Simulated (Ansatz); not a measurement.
TaN: frozen-core PAW against all-electron methods

```yaml
crystal:
  lattice:
    - [3.10896, 0.00000, 0.00000]
    - [-1.55448, 2.69244, 0.00000]
    - [0.00000, 0.00000, 4.91800]
  atoms:
    - { symbol: Ta, position: [0.00000, 0.00000, 0.00000] }
    - { symbol: Ta, position: [0.00000, 0.00000, 0.50000] }
    - { symbol: N, position: [0.33333, 0.66667, 0.25000] }
    - { symbol: N, position: [0.66667, 0.33333, 0.75000] }
```

Atom numbers follow the list: Ta1, Ta2, N3, N4.

The cell comes from COD entry 1523630, which wasn't checked; take it as a given geometry. The listed cell was then made from it by scaling, straining or moving an atom.

Spin–orbit coupling is left out, though it moves levels of the heavy atoms by tenths of an eV or more.

Levels of theory: DFT, PBE, PAW with Ansatz's default frozen-core files, scalar-relativistic (Ansatz 0.2.0); DFT, PBE, all-electron LAPW, scalar-relativistic (Ansatz 0.2.0).

For PAW: a Γ-centred 9×9×5 k mesh, Fermi–Dirac smearing of 0.01 eV, cutoff 420 eV, no spin polarisation. LAPW targets a basis error of 0.5 meV/atom. The Ansatz runs share mesh, smearing and spin set-up. Plane-wave (PAW) pressures include the program's estimate of the Pulay term.

Stress and pressure are positive in compression.

The change that made this cell: equal xx and yy strain of +2 %.

PAW results:

| quantity | PAW |
| --- | --- |
| pressure (GPa) | 42.26 |
| stress xx (GPa) | 16.34 |
| stress zz (GPa) | 94.10 |

Problem. What does LAPW (all electrons) give for the same quantities?

Solution. 
```tsv
quantity	LAPW
pressure (GPa)	41.96
stress xx (GPa)	16.13
stress zz (GPa)	93.62
```
